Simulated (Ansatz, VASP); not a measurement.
## CoO in VASP and in Ansatz

```
Co O
1.0
     0.00000    2.07006    2.07006
     2.07006    0.00000    2.07006
     2.07006    2.07006    0.00000
Co O
1 1
Direct
  0.00000 0.00000 0.00000
  0.50000 0.50000 0.50000
```

Alike in both runs: task single point; functional LDA; k mesh 10 × 10 × 10; occupations gaussian, width 0.05 eV; collinear spin; Hubbard terms Co d U = 3.3 eV.

|  | VASP | Ansatz |
| --- | --- | --- |
| version | VASP 6.6.1 | Ansatz 0.2.0 |
| potentials or method | VASP PAW LDA potentials, release 64 (Co, O) | scalar-relativistic, plane waves, PAW |
| plane-wave cutoff (eV) | 520 | 420 |
| valence electrons in the cell | 15 | 23 |

|  | VASP | Ansatz | Ansatz less VASP |
| --- | --- | --- | --- |
| pressure (GPa) | -3.5 | 9.7 | +13.18 |
| largest component of the traceless stress (GPa) | 0.00 | 0.22 | +0.225 |
| net moment per atom (μB) | 1.49 | 1.50 | +0.014 |
| size of the moment on the site where the two differ most (μB) | 2.67 | 2.54 | -0.133 |

Site moments also hang on the region over which each program counts them. The programs project onto different local orbitals, so the same U acts differently. The two sets of potentials don't hold the same shells in valence. Ansatz warned: «symmetry_narrowed_by_occupation_matrices».

Caveats: a cell with one magnetic atom can't hold antiferromagnetic order, which such compounds often take. The state reached can hang on the start; a lower one may exist.
